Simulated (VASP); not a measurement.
Calculation: PBE GGA, VASP's PBE PAW potentials (set 64) (plane waves; VASP).

Input for VASP

KPOINTS:
```
Automatic mesh
0
Gamma
8 8 8
0 0 0
```

INCAR:
```
SYSTEM = InN
PREC = Accurate
ENCUT = 520
EDIFF = 1E-6
NELM = 100
ALGO = Normal
LREAL = .FALSE.
LASPH = .TRUE.
ISMEAR = -5
GGA = PE
LMAXMIX = 4
LWAVE = .FALSE.
LCHARG = .FALSE.
ISIF = 2
```

**POSCAR**
```
InN
1
    0.0000000000     2.4900000000     2.4900000000
    2.4900000000     0.0000000000     2.4900000000
    2.4900000000     2.4900000000     0.0000000000
In N
1 1
Direct
  0.0000000000   0.0000000000   0.0000000000
  0.2500000000   0.2500000000   0.2500000000
```

POTCAR, in this order: In_d N (PBE.64 set). Program: vasp_std.

Output

File OSZICAR:
```
       N       E                     dE             d eps       ncg     rms          rms(c)
DAV:   1     0.133998259453E+03    0.13400E+03   -0.94823E+03   754   0.186E+03
DAV:   2    -0.644991748506E+00   -0.13464E+03   -0.12886E+03   829   0.390E+02
DAV:   3    -0.126055462584E+02   -0.11961E+02   -0.11827E+02   924   0.115E+02
DAV:   4    -0.129476135310E+02   -0.34207E+00   -0.34121E+00   850   0.206E+01
DAV:   5    -0.129603653771E+02   -0.12752E-01   -0.12751E-01   999   0.384E+00    0.102E+01
DAV:   6    -0.106955193047E+02    0.22648E+01   -0.82088E+00  1141   0.518E+01    0.564E+00
DAV:   7    -0.106769171363E+02    0.18602E-01   -0.57645E-01   785   0.958E+00    0.220E+00
DAV:   8    -0.106636340147E+02    0.13283E-01   -0.84723E-02   914   0.306E+00    0.617E-01
DAV:   9    -0.106601969252E+02    0.34371E-02   -0.84488E-03  1171   0.184E+00    0.201E-01
DAV:  10    -0.106606220570E+02   -0.42513E-03   -0.14577E-03   789   0.362E-01    0.804E-02
DAV:  11    -0.106606592588E+02   -0.37202E-04   -0.56088E-05   944   0.844E-02    0.211E-02
DAV:  12    -0.106606585743E+02    0.68446E-06   -0.26258E-05   889   0.477E-02    0.111E-02
DAV:  13    -0.106606581119E+02    0.46240E-06   -0.28984E-06   832   0.343E-02
   1 F= -.10660658E+02 E0= -.10660658E+02  d E =0.000000E+00
```

### OUTCAR
```
------------------------ aborting loop because EDIFF is reached ----------------------------------------
  FORCE on cell =-STRESS in cart. coord.  units (eV):
  Direction    XX          YY          ZZ          XY          YZ          ZX
  --------------------------------------------------------------------------------------
  Total        1.1054629      1.1054629      1.1054629     -0.0000000      0.0000000      0.0000000
  in kB       57.3623197     57.3623197     57.3623197     -0.0000000      0.0000000      0.0000000
  external PRESSURE =      57.3623197 kB  Pullay stress =       0.0000000 kB
  volume of cell :       30.88
      direct lattice vectors                 reciprocal lattice vectors
     0.000000000  2.490000000  2.490000000    -0.200803213  0.200803213  0.200803213
     2.490000000  0.000000000  2.490000000     0.200803213 -0.200803213  0.200803213
     2.490000000  2.490000000  0.000000000     0.200803213  0.200803213 -0.200803213
 POSITION                                       TOTAL-FORCE (eV/Angst)
 -----------------------------------------------------------------------------------
      0.00000      0.00000      0.00000        -0.000000     -0.000000     -0.000000
      1.24500      1.24500      1.24500         0.000000      0.000000      0.000000
 -----------------------------------------------------------------------------------
    total drift:                               -0.000000     -0.000000     -0.000000
  FREE ENERGIE OF THE ION-ELECTRON SYSTEM (eV)
  ---------------------------------------------------
  free  energy   TOTEN  =       -10.6606581119 eV

  energy  without entropy=      -10.6606581119  energy(sigma->0) =      -10.66065811
```
(Selected blocks of OUTCAR.)

For a metal the tetrahedron method with Blöchl corrections gives inexact stress and forces.

The compound is InN in the zinc blende structure, a metastable form; wurtzite is the usual one. The cell was not relaxed at this level. The run is one of a series of settings (ISMEAR = -5, SIGMA removed against the base run), some of them coarse on purpose.
